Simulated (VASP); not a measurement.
# K (Fm-3m) in VASP: notebook

One crystal, K, is run at these levels: PBE; tasks: single point.

All numbers are computed with VASP 6.6.1; they aren't measurements. Logs are shortened: lines on timing, memory, paths and dates and some standing lists are left out, and cuts for length are marked.

## (1) Starting point

Symmetry: Fm-3m, No. 225, cubic system. Conventional cell: a = 6.784 Å, b = 6.784 Å, c = 6.784 Å, α = 90.00°, β = 90.00°, γ = 90.00°.

This isn't the form of K at room conditions, which is bcc.

## (2) Single point, PBE

Input file INCAR:

```
SYSTEM = K
ADDGRID = .False. ; ALGO = Normal
EDIFF = 1E-4 ; ENCUT = 550
GGA = PE ; ISIF = 2
ISMEAR = 0 ; LASPH = .True.
LCHARG = .False. ; LREAL = .False.
LWAVE = .False. ; NELM = 100
PREC = Accurate ; SIGMA = 0.1
```

Input file KPOINTS:

```
k-points
0
Gamma
  14 14 14
  0 0 0
```

Input file POSCAR:

```
K
1.0
    0.0000000000      3.3918728180      3.3918728180
    3.3918728180      0.0000000000      3.3918728180
    3.3918728180      3.3918728180      0.0000000000
K
1
Direct
    0.0000000000      0.0000000000      0.0000000000
```

Potentials or basis: VASP PAW PBE potentials, release 64 (K_sv).

Launch:

```
> cat potpaw_PBE.64/K_sv/POTCAR > POTCAR
> mpirun -np 1 vasp_std > vasp.out
```

OUTCAR:

```text
SYSTEM = K
   EDIFF = 1E-4
   ENCUT = 550
   GGA = PE
   ISIF = 2
   ISMEAR = 0
   LASPH = .True.
   LREAL = .False.
   NELM = 100
   PREC = Accurate

 Found    104 irreducible k-points:

 Following reciprocal coordinates:
            Coordinates               Weight
  0.000000  0.000000  0.000000      1.000000
  0.071429  0.000000  0.000000      8.000000
  0.142857  0.000000  0.000000      8.000000
  0.214286  0.000000  0.000000      8.000000
  0.285714  0.000000  0.000000      8.000000
  0.357143  0.000000  0.000000      8.000000
   k-points           NKPTS =    104   k-points in BZ     NKDIM =    104   number of bands    NBANDS=      8
   number of dos      NEDOS =    301   number of ions     NIONS =      1
   total plane-waves  NPLWV =  64000
   dimension x,y,z NGX =    40 NGY =   40 NGZ =   40
   dimension x,y,z NGXF=    80 NGYF=   80 NGZF=   80
   ions per type =               1
   NGX,Y,Z   is equivalent  to a cutoff of  13.86, 13.86, 13.86 a.u.
   NGXF,Y,Z  is equivalent  to a cutoff of  27.73, 27.73, 27.73 a.u.
 SYSTEM =  K
   PREC   = accura    normal or accurate (medium, high low for compatibility)
   ISTART =      0    job   : 0-new  1-cont  2-samecut
   ICHARG =      2    charge: 1-file 2-atom 10-const
   ISPIN  =      1    spin polarized calculation?
   LNONCOLLINEAR =      F non collinear calculations
   LSORBIT =      F    spin-orbit coupling
   LASPH  =      T    aspherical Exc in radial PAW
   ENCUT  =  550.0 eV  40.42 Ry    6.36 a.u.   9.17  9.17  9.17*2*pi/ulx,y,z
   NELM   =    100;   NELMIN=  2; NELMDL= -5     # of ELM steps
   EDIFF  = 0.1E-03   stopping-criterion for ELM
   LREAL  =      F    real-space projection
   EDIFFG = 0.1E-02   stopping-criterion for IOM
   NSW    =      0    number of steps for IOM
   IBRION =     -1    ionic relax: 0-MD 1-quasi-New 2-CG
   NFREE  =      0    steps in history (QN), initial steepest desc. (CG)
   ISIF   =      2    stress and relaxation
   ISYM   =      2    0-nonsym 1-usesym 2-fastsym
   POTIM  = 0.5000    time-step for ionic-motion
   TEBEG  =    0.0;   TEEND  =   0.0 temperature during run
   PSTRESS=    0.0 pullay stress
   NELECT =       9.0000    total number of electrons
   NUPDOWN=      -1.0000    fix difference up-down
   EMIN   =  10.00;   EMAX   =-10.00  energy-range for DOS
   EFERMI =   0.00;   METHOD = LEGACY
   ISMEAR =     0;   SIGMA  =   0.10  broadening in eV -4-tet -1-fermi 0-gaus
   EFERMI_NEDOS =   21; number of points for ismear=-14 and -15
   IALGO  =     38    algorithm
   IMIX   =      4    mixing-type and parameters
     AMIX     =   0.40;   BMIX     =  1.00
     AMIX_MAG =   1.60;   BMIX_MAG =  1.00
  volume/ion in A,a.u.               =      78.05       526.68
  Fermi-wavevector in a.u.,A,eV,Ry     =   0.796843  1.505815  8.639139  0.634959
  Thomas-Fermi vector in A             =   1.903445
   LORBIT       =      0    0 simple, 1 ext, 2 COOP (PROOUT), +10 PAW based schemes
   GGA     = PE    functional components
   LHFCALC =     F    Hartree Fock is set to
   AEXX    =    0.0000 exact exchange contribution
   IVDW    =     0    specifies the selected vdW correction
   LEPSILON=     F    determine dielectric tensor
   LRPA    =     F    only Hartree local field effects (RPA)
 non-spin polarized calculation
 Gauss-broadening in eV      SIGMA  =   0.10
  energy-cutoff  :      550.00
  volume of cell :       78.05
 maximum number of plane-waves:      2303
 NGX is ok and might be reduce to    40
   NGX = 19   NGY = 19   NGZ = 19

 number of electron       9.0000000 magnetization

 Free energy of the ion-electron system (eV)
  ---------------------------------------------------
  ext. energy  EPLUGINS =         0.00000000
  ---------------------------------------------------
  free energy    TOTEN  =        -1.04794563 eV

  energy without entropy =       -1.04425832  energy(sigma->0) =       -1.04610197

 E-fermi :  -0.2376     XC(G=0):  -5.5073

 val. band max:       -0.2881021185   @ k =   0.5000   0.3571   0.1429
 cond. band min:      -0.2247198936   @ k =   0.5000   0.2857   0.0714
 fundamental gap:      0.0633822250
 Fermi energy:        -0.2376341426

 k-point     1 :       0.0000    0.0000    0.0000
  band No.  band energies     occupation
      1     -32.4015      2.00000
      2     -15.8562      2.00000
      3     -15.8562      2.00000
      4     -15.8562      2.00000
      5      -2.3176      2.00000
      6       3.9097      0.00000
      7       3.9097      0.00000
      8       3.9097      0.00000

 k-point     2 :       0.0714    0.0000    0.0000
  band No.  band energies     occupation
      1     -32.4014      2.00000
      2     -15.8589      2.00000
      3     -15.8565      2.00000
      4     -15.8565      2.00000
      5      -2.2604      2.00000
      6       3.7372      0.00000
      7       3.9322      0.00000
      8       3.9322      0.00000

 k-point     3 :       0.1429    0.0000    0.0000
  band No.  band energies     occupation
      1     -32.4010      2.00000
      2     -15.8664      2.00000
      3     -15.8576      2.00000
      4     -15.8576      2.00000
      5      -2.0903      2.00000
      6       3.3109      0.00000
      7       3.9793      0.00000
      8       3.9793      0.00000

 k-point     4 :       0.2143    0.0000    0.0000
  band No.  band energies     occupation
      1     -32.4005      2.00000
      2     -15.8771      2.00000
      3     -15.8591      2.00000
      4     -15.8591      2.00000
      5      -1.8122      2.00000
      6       2.7561      0.00000
      7       3.9877      0.00000
      8       3.9877      0.00000

 k-point     5 :       0.2857    0.0000    0.0000
  band No.  band energies     occupation
      1     -32.3999      2.00000
      2     -15.8891      2.00000
      3     -15.8608      2.00000
      4     -15.8608      2.00000
      5      -1.4342      2.00000
      6       2.1370      0.00000
      7       3.9151      0.00000
      8       3.9151      0.00000

 k-point     6 :       0.3571    0.0000    0.0000
  band No.  band energies     occupation
      1     -32.3993      2.00000
      2     -15.8997      2.00000
      3     -15.8623      2.00000
      4     -15.8623      2.00000
      5      -0.9676      2.00000
      6       1.4867      0.00000
      7       3.8104      0.00000
      8       3.8104      0.00000

 [... further k-points ...]
[... 5 lines left out ...]
  --------------------------------------------------------------------------------------
  -------------------------------------------------------------------------------------
  Total       -0.1078173     -0.1078173     -0.1078173     -0.0000000      0.0000000     -0.0000000
  in kB       -2.2133517     -2.2133517     -2.2133517     -0.0000000      0.0000000     -0.0000000
  external PRESSURE =      -2.2133517 kB  Pullay stress =       0.0000000 kB

 VOLUME and BASIS-vectors are now :
 -----------------------------------------------------------------------------
  energy-cutoff  :      550.00
  volume of cell :       78.05
      direct lattice vectors                 reciprocal lattice vectors
     0.000000000  3.391872818  3.391872818    -0.147411188  0.147411188  0.147411188
     3.391872818  0.000000000  3.391872818     0.147411188 -0.147411188  0.147411188
     3.391872818  3.391872818  0.000000000     0.147411188  0.147411188 -0.147411188

 POSITION                                       TOTAL-FORCE (eV/Angst)
 -----------------------------------------------------------------------------------
      0.00000      0.00000      0.00000        -0.000000      0.000000      0.000000
 -----------------------------------------------------------------------------------
    total drift:                               -0.000000      0.000000     -0.000000

  FREE ENERGIE OF THE ION-ELECTRON SYSTEM (eV)
  ---------------------------------------------------
  free  energy   TOTEN  =        -1.0479456251 eV

  energy  without entropy=       -1.0442583157  energy(sigma->0) =       -1.04610197
```

Run time: 68 s. Hardware: 1 thread of Intel Xeon Platinum 8488C (Sapphire Rapids), shared host; peak memory 0.27 GiB.

The run converged, but some of its settings lie outside the range that counts as converged, so its numbers aren't taken as properties of the crystal.

What came out:

```
Free energy            : -1.0479 eV
Pressure               : -0.2 GPa
Band gap on the k mesh : none (metal or under the smearing width)
```

## (3) Single point, PBE

Changes to INCAR since step 2:

```diff
@@ -2,3 +2,3 @@
 ADDGRID = .False. ; ALGO = Normal
-EDIFF = 1E-4 ; ENCUT = 550
+EDIFF = 1E-6 ; ENCUT = 900
 GGA = PE ; ISIF = 2
```

Input file KPOINTS:

```
k-points
0
Gamma
  11 11 11
  0 0 0
```

POSCAR is that of step 2.

Potentials or basis: VASP PAW PBE potentials, release 64 (K_sv).

Launch:

```
> cat potpaw_PBE.64/K_sv/POTCAR > POTCAR
> mpirun -np 1 vasp_std > vasp.out
```

OUTCAR:

```text
SYSTEM = K
   EDIFF = 1E-6
   ENCUT = 900
   GGA = PE
   ISIF = 2
   ISMEAR = 0
   LASPH = .True.
   LREAL = .False.
   NELM = 100
   PREC = Accurate

 Found     56 irreducible k-points:

 Following reciprocal coordinates:
            Coordinates               Weight
  0.000000  0.000000  0.000000      1.000000
  0.090909  0.000000  0.000000      8.000000
  0.181818  0.000000  0.000000      8.000000
  0.272727  0.000000  0.000000      8.000000
  0.363636  0.000000  0.000000      8.000000
  0.454545  0.000000  0.000000      8.000000
   k-points           NKPTS =     56   k-points in BZ     NKDIM =     56   number of bands    NBANDS=      8
   number of dos      NEDOS =    301   number of ions     NIONS =      1
   total plane-waves  NPLWV = 110592
   dimension x,y,z NGX =    48 NGY =   48 NGZ =   48
   dimension x,y,z NGXF=    96 NGYF=   96 NGZF=   96
   ions per type =               1
   NGX,Y,Z   is equivalent  to a cutoff of  16.64, 16.64, 16.64 a.u.
   NGXF,Y,Z  is equivalent  to a cutoff of  33.27, 33.27, 33.27 a.u.
 SYSTEM =  K
   PREC   = accura    normal or accurate (medium, high low for compatibility)
   ISTART =      0    job   : 0-new  1-cont  2-samecut
   ICHARG =      2    charge: 1-file 2-atom 10-const
   ISPIN  =      1    spin polarized calculation?
   LNONCOLLINEAR =      F non collinear calculations
   LSORBIT =      F    spin-orbit coupling
   LASPH  =      T    aspherical Exc in radial PAW
[... 54 lines left out ...]
 cond. band min:      -0.2231592684   @ k =   0.4545   0.0000   0.0000
 fundamental gap:      0.0564685842
 Fermi energy:        -0.2256993524

 k-point     1 :       0.0000    0.0000    0.0000
  band No.  band energies     occupation
      1     -32.4103      2.00000
      2     -15.8648      2.00000
      3     -15.8648      2.00000
      4     -15.8648      2.00000
      5      -2.3205      2.00000
      6       3.9058      0.00000
      7       3.9058      0.00000
      8       3.9058      0.00000
[... 45 lines left out ...]
 k-point     6 :       0.4545    0.0000    0.0000
  band No.  band energies     occupation
      1     -32.4076      2.00000
      2     -15.9172      2.00000
      3     -15.8722      2.00000
      4     -15.8722      2.00000
      5      -0.2232      0.97134
      6       0.5980      0.00000
      7       3.7093      0.00000
      8       3.7093      0.00000

 [... further k-points ...]
[... 5 lines left out ...]
  --------------------------------------------------------------------------------------
  -------------------------------------------------------------------------------------
  Total       -0.0838256     -0.0838256     -0.0838256     -0.0000000     -0.0000000      0.0000000
  in kB       -1.7208332     -1.7208332     -1.7208332     -0.0000000     -0.0000000      0.0000000
  external PRESSURE =      -1.7208332 kB  Pullay stress =       0.0000000 kB

 VOLUME and BASIS-vectors are now :
 -----------------------------------------------------------------------------
  energy-cutoff  :      900.00
  volume of cell :       78.05
      direct lattice vectors                 reciprocal lattice vectors
     0.000000000  3.391872818  3.391872818    -0.147411188  0.147411188  0.147411188
     3.391872818  0.000000000  3.391872818     0.147411188 -0.147411188  0.147411188
     3.391872818  3.391872818  0.000000000     0.147411188  0.147411188 -0.147411188

 POSITION                                       TOTAL-FORCE (eV/Angst)
 -----------------------------------------------------------------------------------
      0.00000      0.00000      0.00000         0.000000      0.000000      0.000000
 -----------------------------------------------------------------------------------
    total drift:                               -0.000000      0.000000      0.000000

  FREE ENERGIE OF THE ION-ELECTRON SYSTEM (eV)
  ---------------------------------------------------
  free  energy   TOTEN  =        -1.0464042490 eV

  energy  without entropy=       -1.0418591202  energy(sigma->0) =       -1.04413168
```

stdout:

```text
POSCAR found type information on POSCAR K
 POSCAR found :  1 types and       1 ions
 scaLAPACK will be used
 LDA part: xc-table for (Slater+PW92), standard interpolation
 POSCAR, INCAR and KPOINTS ok, starting setup
 FFT: planning ... GRIDC
 FFT: planning ... GRID_SOFT
 FFT: planning ... GRID
 WAVECAR not read
 entering main loop
```

Wall time 90 s (1 thread of Intel Xeon Platinum 8488C (Sapphire Rapids), shared host); peak memory 0.34 GiB.

These settings aren't checked as converged: the numbers below hold their error.

What came out:

| Quantity | Value |
| --- | --- |
| Free energy | -1.0464 eV |
| Pressure | -0.2 GPa |
| Band gap on the k mesh | none (metal or under the smearing width) |

## (4) For comparison

An earlier run on the cell as given: functional PBE; potentials or basis VASP PAW PBE potentials, release 64 (K_sv); cutoff 520 eV; k mesh 7 × 7 × 7; occupations fermi-dirac, width 0.05 eV; no spin polarisation.

* Pressure: -0.2 GPa
* Band gap on the k mesh: none (metal or under the smearing width)
